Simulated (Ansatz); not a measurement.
# WS2: the cost of one run

Program: Ansatz 0.2.0. Level of theory: DFT PBE, scalar-relativistic, plane waves, PAW. These are calculated values, not measurements.

### Step 1. The structure to begin with

Symmetry: P-6m2, No. 187, hexagonal system. The conventional cell has a = 3.184 Å, b = 3.184 Å, c = 16.951 Å, α = 90.00°, β = 90.00°, γ = 120.00°. Around W (site symmetry -6m2) lie 6 S at 2.41 Å. S (site symmetry 3m) has 3 W at 2.41 Å as nearest neighbours.

Coordinates:

```xyz
48
Lattice="6.3670 11.0280 0.0000 12.7341 0.0000 0.0000 1.5918 2.7570 -16.9506" Properties=species:S:1:pos:R:3 pbc="T T T"
W     9.5505    7.3520    0.0000
W    11.1423   10.1090    0.0000
W     7.9588   10.1090    0.0000
W    12.7341    1.8380    0.0000
W    14.3258    4.5950    0.0000
W    15.9176    7.3520    0.0000
W    17.5093   10.1090    0.0000
W    11.1423    4.5950    0.0000
W    12.7341    7.3520    0.0000
W    14.3258   10.1090    0.0000
W     6.3670    1.8380    0.0000
W     7.9588    4.5950    0.0000
W     3.1835    1.8380    0.0000
W     4.7753    4.5950    0.0000
W     6.3670    7.3520    0.0000
W     9.5505    1.8380    0.0000
S    12.7341    9.1900   -1.5595
S     7.9588    0.9190   -1.5595
S     4.7753    0.9190   -1.5595
S     3.1835    3.6760   -1.5595
S     4.7753    6.4330   -1.5595
S     6.3670    9.1900   -1.5595
S     1.5918    0.9190   -1.5595
S    14.3258    6.4330   -1.5595
S    15.9176    9.1900   -1.5595
S    11.1423    0.9190   -1.5595
S     9.5506    3.6760   -1.5595
S    11.1423    6.4330   -1.5595
S     6.3670    3.6760   -1.5595
S     7.9588    6.4330   -1.5595
S     9.5506    9.1900   -1.5595
S    12.7341    3.6760   -1.5595
S    12.7341    9.1900  -15.3911
S    14.3258   11.9470  -15.3911
S    11.1423   11.9470  -15.3911
S     3.1835    3.6760  -15.3911
S     4.7753    6.4330  -15.3911
S     6.3670    9.1900  -15.3911
S     7.9588   11.9470  -15.3911
S    14.3258    6.4330  -15.3911
S    15.9176    9.1900  -15.3911
S    17.5093   11.9470  -15.3911
S     9.5506    3.6760  -15.3911
S    11.1423    6.4330  -15.3911
S     6.3670    3.6760  -15.3911
S     7.9588    6.4330  -15.3911
S     9.5506    9.1900  -15.3911
S    12.7341    3.6760  -15.3911
```

The runs take a perfect supercell of 48 atoms; the defect goes to fractional position (0.810, 0.583, 0.092).

### Step 2. The perfect supercell

Input file input.yaml:

```yaml
crystal:
  lattice:
    - [6.367032, 11.028024, 0.0]
    - [12.734065, 0.0, 0.0]
    - [1.591758, 2.757006, -16.950578]
  atoms:
    - { symbol: W, position: [0.666667, 0.416666, 0.0] }
    - { symbol: W, position: [0.916667, 0.416666, 0.0] }
    - { symbol: W, position: [0.916667, 0.166666, 0.0] }
    - { symbol: W, position: [0.166667, 0.916666, 0.0] }
    - { symbol: W, position: [0.416667, 0.916666, 0.0] }
    - { symbol: W, position: [0.666667, 0.916666, 0.0] }
    - { symbol: W, position: [0.916667, 0.916666, 0.0] }
    - { symbol: W, position: [0.416667, 0.666666, 0.0] }
    - { symbol: W, position: [0.666667, 0.666666, 0.0] }
    - { symbol: W, position: [0.916667, 0.666666, 0.0] }
    - { symbol: W, position: [0.166667, 0.416666, 0.0] }
    - { symbol: W, position: [0.416667, 0.416666, 0.0] }
    - { symbol: W, position: [0.166667, 0.166666, 0.0] }
    - { symbol: W, position: [0.416667, 0.166666, 0.0] }
    - { symbol: W, position: [0.666667, 0.166666, 0.0] }
    - { symbol: W, position: [0.166667, 0.666666, 0.0] }
    - { symbol: S, position: [0.810333, 0.583334, 0.092] }
    - { symbol: S, position: [0.060333, 0.583334, 0.092] }
    - { symbol: S, position: [0.060333, 0.333334, 0.092] }
    - { symbol: S, position: [0.310333, 0.083334, 0.092] }
    - { symbol: S, position: [0.560333, 0.083334, 0.092] }
    - { symbol: S, position: [0.810333, 0.083334, 0.092] }
    - { symbol: S, position: [0.060333, 0.083334, 0.092] }
    - { symbol: S, position: [0.560333, 0.833334, 0.092] }
    - { symbol: S, position: [0.810333, 0.833334, 0.092] }
    - { symbol: S, position: [0.060333, 0.833334, 0.092] }
    - { symbol: S, position: [0.310333, 0.583334, 0.092] }
    - { symbol: S, position: [0.560333, 0.583334, 0.092] }
    - { symbol: S, position: [0.310333, 0.333334, 0.092] }
    - { symbol: S, position: [0.560333, 0.333334, 0.092] }
    - { symbol: S, position: [0.810333, 0.333334, 0.092] }
    - { symbol: S, position: [0.310333, 0.833334, 0.092] }
    - { symbol: S, position: [0.606333, 0.583334, 0.908] }
    - { symbol: S, position: [0.856333, 0.583334, 0.908] }
    - { symbol: S, position: [0.856333, 0.333334, 0.908] }
    - { symbol: S, position: [0.106333, 0.083334, 0.908] }
    - { symbol: S, position: [0.356333, 0.083334, 0.908] }
    - { symbol: S, position: [0.606333, 0.083334, 0.908] }
    - { symbol: S, position: [0.856333, 0.083334, 0.908] }
    - { symbol: S, position: [0.356333, 0.833334, 0.908] }
    - { symbol: S, position: [0.606333, 0.833334, 0.908] }
    - { symbol: S, position: [0.856333, 0.833334, 0.908] }
    - { symbol: S, position: [0.106333, 0.583334, 0.908] }
    - { symbol: S, position: [0.356333, 0.583334, 0.908] }
    - { symbol: S, position: [0.106333, 0.333334, 0.908] }
    - { symbol: S, position: [0.356333, 0.333334, 0.908] }
    - { symbol: S, position: [0.606333, 0.333334, 0.908] }
    - { symbol: S, position: [0.106333, 0.833334, 0.908] }
basis:
  ecutwfc: 420
  fft_grid_basis: typed
kpoints:
  mp_grid: { grid: [1, 1, 1] }
hamiltonian:
  xc: pbe
scf:
  occupations: { method: gaussian, width: 0.05 }
output:
  forces: true
  stress: false
  eigenvalues: true
  bader: false
  write_density: true
  volumetric_format: npy
```

On the command line:

```sh
$ ansatz run input.yaml --threads 4 --pin off --max-ram 10240MiB --backend cpu --events-out ev --progress --plain --runs-dir out
```

What time and memory should one allow on 4 threads of Arm Neoverse V2, shared host?

About 8.8 s, with a peak of 2.2 GiB.
